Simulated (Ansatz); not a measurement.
# W (Im-3m) in Ansatz: notebook

One crystal, W, is run at these levels: PBEsol; tasks: relaxation of cell and atoms.

Everything below comes from runs of Ansatz 0.2.0. Logs are shortened: lines on timing, memory, paths and dates and some standing lists are left out, and cuts for length are marked.

**1. Starting point**

It takes space group Im-3m (No. 229, cubic). The conventional cell has a = 3.165 Å, b = 3.165 Å, c = 3.165 Å, α = 90.00°, β = 90.00°, γ = 90.00°. W (site symmetry m-3m) has 8 W at 2.74 Å as nearest neighbours.

**2. Relaxation of cell and atoms, PBEsol, target pressure 10 GPa, at which the enthalpy is minimised**

input.yaml reads:

```yaml
crystal:
  lattice:
    - [-1.582345, 1.582345, 1.582345]
    - [1.582345, -1.582345, 1.582345]
    - [1.582345, 1.582345, -1.582345]
  atoms:
    - { symbol: W, position: [0.0, 0.0, 0.0] }
kpoints:
  mp_grid: { grid: [12, 12, 12] }
scf:
  occupations: { method: fermi_dirac, width: 0.05 }
hamiltonian:
  xc: pbesol
  pseudopotentials: { kind: all_electron, lapw: { basis_error: 0.001 } }
output:
  forces: true
  stress: true
relax:
  f_tol: 0.02
  max_steps: 60
  cell: { p_target: 10 }
```

Potentials or basis: all-electron LAPW, scalar-relativistic.

Run with:

```sh
$ ansatz run input.yaml --threads 1 --pin off --max-ram 3072MiB --backend cpu --events-out ev --progress --plain --runs-dir out
```

The program printed:

```text
Warning: RAYON_NUM_THREADS=1 ignored (pool sized by the plan → 1); use --threads N
The last accepted step is kept in <dir> (removed where the run ends without a failure and the disk answers)
LAPW: plane waves up to 9.023 Å⁻¹, error target 1.0e-3 eV per atom; small_component_spin mean_spin; W in spheres of 1.329 Å, 44 of its electrons in bands, Dirac shells [] (how accurate: hamiltonian.pseudopotentials.lapw.basis_error, Limitations)
Engine: ansatz 0.2.0, x86_64-unknown-linux-gnu
Pseudopotentials: kind: all_electron
Pseudopotential: W, LAPW, valence charge 44, lapw/all_electron/scalar/gaussian/W, Koelling and Harmon's equation, gaussian nucleus
Functional definition: PBEsol
  exchange = pbesol_x
  correlation = pbesol_c
Crystal: 1 atoms, lattice volume = 15.848 Å³
Basis set: ecut = 310.16858796814614 eV, 201 PW (Γ), exchange–correlation at level 2
Bands: 27, of which v1, the nominal top of the filled ones, is band 22 counted from 1 (21 counted from 0)
Symmetry: 48 space group operations
Space group: Im-3m (ITA 229), of the structure as read, at distance tolerance 2.5e-5 Å
k-points: 72 of 1728
Non-local potential: W, projectors of the file, none
Initial density: superposition of atomic densities (chi_scale 0.1, normalization cell)
Initial wavefunctions: plane waves of lowest kinetic energy (no species holds an atomic orbital)
Functional: x = pbesol(κ = 0.804, μ = 0.12345679012345678), c = pbesol(β = 0.046)
iter 1 solved again at ethr=3.34e-4 eV; its pass at ethr=1.00e-1 eV (dr2=1.47e-1 eV) is discarded
SCF iter   1: F=—  HF=-439074.210245 eV  |F-HF|=—  |Δ(HF+E_count)|=         —  Δρ=4.04e-2  dr2=1.47e-1  ethr=3.34e-4  ⟨swp⟩=2.9  Hψ=11874  notcnv=0
preconditioner: auto → Kerker (q_TF=auto, 3.234 Å⁻¹)  [metal: Δε(μ)=0.115 eV  Ē_g=31.440 eV  σ=0.050 eV  W_gap=0.46  n_scr=12 (ndim 8)  ℏωp=47.6 eV  f_vac=0.000  D(μ)=0.35/eV (n_scr^D=0)]
SCF iter   2: F=—  HF=-439074.008064 eV  |F-HF|=—  |Δ(HF+E_count)|=   2.02e-1  Δρ=2.09e-2  dr2=4.44e-2  ethr=3.34e-4  ⟨swp⟩=2.0  Hψ=6050  notcnv=0
SCF iter   3: F=—  HF=-439073.991669 eV  |F-HF|=—  |Δ(HF+E_count)|=   1.64e-2  Δρ=1.23e-2  dr2=1.85e-2  ethr=1.01e-4  ⟨swp⟩=2.0  Hψ=5697  notcnv=0
SCF iter   4: F=—  HF=-439073.985256 eV  |F-HF|=—  |Δ(HF+E_count)|=         —  Δρ=6.87e-3  dr2=6.68e-3  ethr=4.19e-5  ⟨swp⟩=2.0  Hψ=5662  notcnv=0
the basis was enlarged: its passes take 868.3 KiB over the memory plan, 1 of 1 planned eigensolver slots
SCF iter   5: F=—  HF=-439073.986018 eV  |F-HF|=—  |Δ(HF+E_count)|=   7.62e-4  Δρ=1.97e-3  dr2=6.80e-4  ethr=1.52e-5  ⟨swp⟩=2.0  Hψ=5578  notcnv=0
iter 6 solved again at ethr=5.51e-8 eV; its pass at ethr=1.55e-6 eV (dr2=2.42e-5 eV) is discarded
SCF iter   6: F=—  HF=-439073.986055 eV  |F-HF|=—  |Δ(HF+E_count)|=   3.75e-5  Δρ=4.96e-4  dr2=2.42e-5  ethr=5.51e-8  ⟨swp⟩=2.0  Hψ=9666  notcnv=0
SCF iter   7: F=—  HF=-439073.986054 eV  |F-HF|=—  |Δ(HF+E_count)|=   1.02e-6  Δρ=9.65e-5  dr2=7.66e-7  ethr=5.50e-8  ⟨swp⟩=2.0  Hψ=5697  notcnv=0
SCF iter   8: F=-439073.986054 eV  HF=-439073.986054 eV  |F-HF|=5.82e-9  |Δ(HF+E_count)|=   6.55e-8  Δρ=1.23e-5  dr2=1.17e-8  ethr=1.74e-9  ⟨swp⟩=2.0  Hψ=5697  notcnv=0
SCF 1 converged in 8 iterations: F = -439073.986054 eV  dr2 = 1.17e-8
relax step   1: F+E_penalty+E_count = -439073.98605447 eV  Δ(F+E_penalty+E_count) = +0.000e0 eV  max|allowed force component| = 0.000e0 eV/Å  Δτ_max = 0.0000 Å  P = -2.945 GPa  Ω = 15.848 Å³  (8 SCF iters, accepted)
Crystal: 1 atoms, lattice volume = 13.641 Å³
Basis set: ecut = 342.7744742456473 eV, 201 PW (Γ), exchange–correlation at level 2
Initial density: handed on by an earlier stage of this run
Initial wavefunctions: those handed on with the density
iter 1 solved again at ethr=7.67e-6 eV; its pass at ethr=1.00e-1 eV (dr2=3.38e-3 eV) is discarded
SCF iter   1: F=—  HF=-439073.661885 eV  |F-HF|=—  |Δ(HF+E_count)|=         —  Δρ=6.39e-3  dr2=3.41e-3  ethr=7.67e-6  ⟨swp⟩=4.5  Hψ=10633  notcnv=0
preconditioner: auto → none  [insulator: Δε(μ)=0.146 eV  Ē_g=33.365 eV  σ=0.050 eV  W_gap=0.56  n_scr=12 (ndim 8)  ℏωp=51.3 eV  f_vac=0.000  D(μ)=0.25/eV (n_scr^D=0)  ε∞_Penn≈3.4]
iter 2 solved again at ethr=5.82e-7 eV; its pass at ethr=7.67e-6 eV (dr2=2.56e-4 eV) is discarded
SCF iter   2: F=—  HF=-439073.655525 eV  |F-HF|=—  |Δ(HF+E_count)|=   6.36e-3  Δρ=1.82e-3  dr2=2.56e-4  ethr=5.82e-7  ⟨swp⟩=2.0  Hψ=9672  notcnv=0
SCF iter   3: F=—  HF=-439073.655059 eV  |F-HF|=—  |Δ(HF+E_count)|=   4.66e-4  Δρ=3.04e-4  dr2=5.95e-6  ethr=5.82e-7  ⟨swp⟩=2.0  Hψ=5700  notcnv=0
SCF iter   4: F=—  HF=-439073.654998 eV  |F-HF|=—  |Δ(HF+E_count)|=   6.12e-5  Δρ=9.42e-5  dr2=3.91e-7  ethr=1.35e-8  ⟨swp⟩=2.6  Hψ=5741  notcnv=0
SCF iter   5: F=—  HF=-439073.654995 eV  |F-HF|=—  |Δ(HF+E_count)|=   3.19e-6  Δρ=1.45e-5  dr2=8.89e-9  ethr=8.89e-10  ⟨swp⟩=2.0  Hψ=5699  notcnv=0
SCF iter   6: F=-439073.654995 eV  HF=-439073.654995 eV  |F-HF|=2.33e-10  |Δ(HF+E_count)|=   3.64e-8  Δρ=1.33e-6  dr2=7.50e-11  ethr=2.02e-11  ⟨swp⟩=2.8  Hψ=5782  notcnv=0
SCF 2 converged in 6 iterations: F = -439073.654995 eV  dr2 = 7.50e-11
relax step   2: F+E_penalty+E_count = -439073.65499456 eV  Δ(F+E_penalty+E_count) = +3.311e-1 eV  max|allowed force component| = 0.000e0 eV/Å  Δτ_max = 0.0000 Å  P = +58.468 GPa  Ω = 13.641 Å³  (6 SCF iters, rejected (line search))
Crystal: 1 atoms, lattice volume = 15.325 Å³
Basis set: ecut = 317.17713729868586 eV, 201 PW (Γ), exchange–correlation at level 2
iter 1 solved again at ethr=5.19e-6 eV; its pass at ethr=1.00e-1 eV (dr2=2.28e-3 eV) is discarded
SCF iter   1: F=—  HF=-439073.982412 eV  |F-HF|=—  |Δ(HF+E_count)|=         —  Δρ=4.78e-3  dr2=2.34e-3  ethr=5.19e-6  ⟨swp⟩=4.6  Hψ=10660  notcnv=0
preconditioner: auto → Kerker (q_TF=auto, 3.253 Å⁻¹)  [metal: Δε(μ)=0.045 eV  Ē_g=32.382 eV  σ=0.050 eV  W_gap=0.21  n_scr=12 (ndim 8)  ℏωp=48.4 eV  f_vac=0.000  D(μ)=0.67/eV (n_scr^D=0)]
SCF iter   2: F=—  HF=-439073.978840 eV  |F-HF|=—  |Δ(HF+E_count)|=   3.57e-3  Δρ=2.25e-3  dr2=6.17e-4  ethr=5.19e-6  ⟨swp⟩=2.0  Hψ=5697  notcnv=0
SCF iter   3: F=—  HF=-439073.978422 eV  |F-HF|=—  |Δ(HF+E_count)|=   4.19e-4  Δρ=1.01e-3  dr2=1.56e-4  ethr=1.40e-6  ⟨swp⟩=2.0  Hψ=5697  notcnv=0
SCF iter   4: F=—  HF=-439073.978402 eV  |F-HF|=—  |Δ(HF+E_count)|=   2.00e-5  Δρ=5.59e-4  dr2=5.17e-5  ethr=3.54e-7  ⟨swp⟩=2.0  Hψ=5697  notcnv=0
SCF iter   5: F=—  HF=-439073.978392 eV  |F-HF|=—  |Δ(HF+E_count)|=   1.02e-5  Δρ=2.47e-4  dr2=1.01e-5  ethr=1.17e-7  ⟨swp⟩=2.0  Hψ=5697  notcnv=0
iter 6 solved again at ethr=3.38e-10 eV; its pass at ethr=2.30e-8 eV (dr2=1.49e-7 eV) is discarded
SCF iter   6: F=—  HF=-439073.978392 eV  |F-HF|=—  |Δ(HF+E_count)|=   2.83e-7  Δρ=4.26e-5  dr2=1.49e-7  ethr=3.38e-10  ⟨swp⟩=2.0  Hψ=9666  notcnv=0
SCF iter   7: F=-439073.978392 eV  HF=-439073.978392 eV  |F-HF|=4.07e-10  |Δ(HF+E_count)|=   1.29e-8  Δρ=9.30e-6  dr2=5.93e-9  ethr=3.38e-10  ⟨swp⟩=2.0  Hψ=5697  notcnv=0
SCF 3 converged in 7 iterations: F = -439073.978392 eV  dr2 = 5.93e-9
relax step   3: F+E_penalty+E_count = -439073.97839186 eV  Δ(F+E_penalty+E_count) = +7.663e-3 eV  max|allowed force component| = 0.000e0 eV/Å  Δτ_max = 0.0000 Å  P = +7.936 GPa  Ω = 15.325 Å³  (7 SCF iters, accepted)
Crystal: 1 atoms, lattice volume = 15.230 Å³
Basis set: ecut = 318.49758389041085 eV, 201 PW (Γ), exchange–correlation at level 2
iter 1 solved again at ethr=3.17e-9 eV; its pass at ethr=1.00e-1 eV (dr2=1.40e-6 eV) is discarded
SCF iter   1: F=—  HF=-439073.973046 eV  |F-HF|=—  |Δ(HF+E_count)|=         —  Δρ=2.81e-4  dr2=8.40e-6  ethr=3.17e-9  ⟨swp⟩=5.1  Hψ=10790  notcnv=0
eigensolver tolerance schedule calibrated: the retry pair's looser diagonalisation under-reported the residual by θ = 0.83 (0.11/decade); ethr = c·dr2/N_el runs at the constant in force after the calibration composes with the one it found (an armed cap, an earlier calibration), c = 8.1e-2
preconditioner: auto → Kerker (q_TF=auto, 3.256 Å⁻¹)  [metal: Δε(μ)=0.025 eV  Ē_g=32.489 eV  σ=0.050 eV  W_gap=0.12  n_scr=12 (ndim 8)  ℏωp=48.5 eV  f_vac=0.000  D(μ)=0.67/eV (n_scr^D=0)]
SCF iter   2: F=—  HF=-439073.973034 eV  |F-HF|=—  |Δ(HF+E_count)|=   1.25e-5  Δρ=1.30e-4  dr2=2.17e-6  ethr=3.17e-9  ⟨swp⟩=3.0  Hψ=5878  notcnv=0
SCF iter   3: F=—  HF=-439073.973032 eV  |F-HF|=—  |Δ(HF+E_count)|=   1.41e-6  Δρ=6.21e-5  dr2=5.93e-7  ethr=3.17e-9  ⟨swp⟩=2.0  Hψ=5697  notcnv=0
SCF iter   4: F=—  HF=-439073.973032 eV  |F-HF|=—  |Δ(HF+E_count)|=   1.47e-7  Δρ=3.81e-5  dr2=2.39e-7  ethr=1.09e-9  ⟨swp⟩=2.0  Hψ=5697  notcnv=0
SCF iter   5: F=-439073.973032 eV  HF=-439073.973032 eV  |F-HF|=1.57e-9  |Δ(HF+E_count)|=   2.74e-8  Δρ=1.50e-5  dr2=3.80e-8  ethr=4.38e-10  ⟨swp⟩=2.0  Hψ=5697  notcnv=0
SCF 4 converged in 5 iterations: F = -439073.973032 eV  dr2 = 3.80e-8
relax step   4: F+E_penalty+E_count = -439073.97303207 eV  Δ(F+E_penalty+E_count) = +5.360e-3 eV  max|allowed force component| = 0.000e0 eV/Å  Δτ_max = 0.0000 Å  P = +10.114 GPa  Ω = 15.230 Å³  (5 SCF iters, accepted)
Crystal: 1 atoms, lattice volume = 15.235 Å³
Basis set: ecut = 318.428652689907 eV, 201 PW (Γ), exchange–correlation at level 2
iter 1 solved again at ethr=5.99e-12 eV; its pass at ethr=1.00e-1 eV (dr2=2.63e-9 eV) is discarded
SCF iter   1: F=—  HF=-439073.973343 eV  |F-HF|=—  |Δ(HF+E_count)|=         —  Δρ=6.47e-6  dr2=3.83e-9  ethr=8.43e-12 (applied; sched 5.99e-12)  ⟨swp⟩=5.8  Hψ=10896  notcnv=0
preconditioner: auto → Kerker (q_TF=auto, 3.256 Å⁻¹)  [metal: Δε(μ)=0.043 eV  Ē_g=32.484 eV  σ=0.050 eV  W_gap=0.20  n_scr=12 (ndim 8)  ℏωp=48.5 eV  f_vac=0.000  D(μ)=0.67/eV (n_scr^D=0)]
iter 2 solved again at ethr=1.00e-12 eV; its pass at ethr=5.99e-12 eV (dr2=2.03e-10 eV) is discarded
SCF iter   2: F=-439073.973342 eV  HF=-439073.973342 eV  |F-HF|=2.68e-9  |Δ(HF+E_count)|=   1.43e-8  Δρ=1.56e-6  dr2=2.03e-10  ethr=4.90e-12 (applied; sched 1.00e-12)  ⟨swp⟩=2.0  Hψ=9864  notcnv=0
SCF 5 converged in 2 iterations: F = -439073.973342 eV  dr2 = 2.03e-10
relax step   5: F+E_penalty+E_count = -439073.97334249 eV  Δ(F+E_penalty+E_count) = -3.104e-4 eV  max|allowed force component| = 0.000e0 eV/Å  Δτ_max = 0.0000 Å  P = +10.000 GPa  Ω = 15.235 Å³  (2 SCF iters, accepted)
iter 1 solved again at ethr=1.00e-12 eV; its pass at ethr=1.00e-1 eV (dr2=1.16e-10 eV) is discarded
SCF iter   1: F=—  HF=-439073.973342 eV  |F-HF|=—  |Δ(HF+E_count)|=         —  Δρ=1.35e-6  dr2=9.42e-11  ethr=9.80e-12 (applied; sched 1.00e-12)  ⟨swp⟩=6.6  Hψ=12815  notcnv=0  reapply=11
SCF iter   2: F=-439073.973342 eV  HF=-439073.973342 eV  |F-HF|=1.16e-10  |Δ(HF+E_count)|=   8.67e-9  Δρ=8.67e-7  dr2=5.60e-11  ethr=6.96e-12 (applied; sched 1.00e-12)  ⟨swp⟩=2.0  Hψ=5697  notcnv=0
SCF 6 converged in 2 iterations: F = -439073.973342 eV  dr2 = 5.60e-11
relax step   6: F+E_penalty+E_count = -439073.97334244 eV  Δ(F+E_penalty+E_count) = +4.662e-8 eV  max|allowed force component| = 0.000e0 eV/Å  Δτ_max = 0.0000 Å  P = +9.999 GPa  Ω = 15.235 Å³  stress off target by 5.50e-4 GPa  SCF on the basis re-selected at this cell (its energy is not comparable with the rows above)  (2 SCF iters)
basis re-selected at this cell: Δ(F+E_penalty+E_count) = +4.662e-8 eV, ΔP = -0.000 GPa vs the last step (what re-selecting the basis moved, after the strain that the cell walked since its last selection, with what the two solves' SCF thresholds leave and, on support functions, any second-order correction that the steps lacked; it is no measure of the basis error at this ecutwfc). This SCF's stress stands 5.50e-4 GPa from its target on what of the cell is left free (relax.cell.stress_tol is 5.00e-2 GPa) and its largest allowed force component is 0.00e0 eV/Å (relax.f_tol is 2.00e-2 eV/Å): within both
SCF converged after 2 iterations
Free energy (F): -439073.973342 eV
Harris-Foulkes:  -439073.973342 eV  (|F-HF|=1.16e-10)
Internal energy: -439073.968097 eV  (E = F + TS)
E sigma→0 (E₀):  -439073.970720 eV
Entropy (-TS):   -0.005246 eV (-5.246 meV/atom)
Fermi energy:    30.238217 eV
--- Per-component energies (eV) ---
  E_band       = -4292.280629
  E_kinetic    = 491699.816369
  E_xc         = -8704.752837
  E_electrostatic = -922069.031629  (all electrons and nuclei)
  E_smearing   = -0.005246  (= −TS)
  E_closure    = 0.000000  (closes the sum)
  E_atoms      = -439061.712185  (free atoms, spherical and without spin; not in F)
  Σ components = -439073.973342   (vs F -439073.973342, Δ=0.00e0)
  Basis errors (estimates in eV, not in F): energy 3.0e-4 per atom: plane waves 2.6e-4 (1.4e-4 summed), levels above the bands 1.4e-77, relativity 4.5e-8, radial functions 3.8e-5, core shells 1.0e-7; eigenvalues (radial functions only) 1.8e-6; not estimated: angular momenta, meshes, grids; target (lapw.basis_error) 1.0e-3; muffin-tin radii W 1.312 Å
--- Forces (eV/Å), atoms counted from 1 ---
  atom   1  W      0.00000000     0.00000000    -0.00000000
  max |Σ_I F_I| component: 5.67e-31 eV/Å
--- Stress (GPa, compression-positive) ---
        9.999450      -0.000000       0.000000
       -0.000000       9.999450      -0.000000
        0.000000      -0.000000       9.999450
  P = ⅓ Tr σ = 9.9994 GPa (99.994 kbar)
--- Relaxed structure (5 steps of the walk, 4 accepted, 1 SCFs on fresh bases) ---
  F+E_penalty+E_count = -439073.97334244 eV   max|allowed force component| = 0.000e0 eV/Å   (the final SCF, on the basis selected at the relaxed cell)
  cell:  # Å, volume = 15.2350 Å³
    - [-1.5616870747729976, 1.5616870747729976, 1.5616870747729976]
    - [1.5616870747729976, -1.5616870747729976, 1.5616870747729976]
    - [1.5616870747729976, 1.5616870747729976, -1.5616870747729976]
  atoms:
    - { symbol: W, position: [0.0, 0.0, 0.0] }
```

Run time: 27 s. Hardware: 1 thread of AMD EPYC 7R43 (Zen 3), shared host; peak memory 0.36 GiB.

What came out:

- Free energy: -439073.9733 eV
- Relaxed volume: 15.23 Å³/atom
- Relaxed cell: a = 2.705 Å, b = 2.705 Å, c = 2.705 Å, α = 109.47°, β = 109.47°, γ = 109.47°
- Space group after relaxing (to 0.05 Å): Im-3m (No. 229)
- Energy change on relaxing (the enthalpy is what falls): +12.7 meV/atom
- Ionic steps: 5
- Pressure after relaxing: 10.0 GPa

The path:
| step | energy change (eV) | largest force (eV/Å) | volume (Å³) |
| --- | --- | --- | --- |
| 1 | 0.0000 | 0.0000 | 15.85 |
| 2 | 0.0077 | 0.0000 | 15.33 |
| 3 | 0.0130 | 0.0000 | 15.23 |
| 4 | 0.0127 | 0.0000 | 15.23 |
| 5 | 0.0127 | 0.0000 | 15.23 |

Final structure:
```cif
data_structure
_symmetry_space_group_name_H-M 'P 1'
_symmetry_Int_Tables_number 1
_cell_length_a 2.7049
_cell_length_b 2.7049
_cell_length_c 2.7049
_cell_angle_alpha 109.471
_cell_angle_beta 109.471
_cell_angle_gamma 109.471
_cell_volume 15.23
loop_
_atom_site_label
_atom_site_type_symbol
_atom_site_fract_x
_atom_site_fract_y
_atom_site_fract_z
_atom_site_occupancy
W1 W 0.00000 0.00000 0.00000 1
```

Spin-orbit coupling is left out, which matters for the levels of W.

(Part 1 of 2 ends here.)
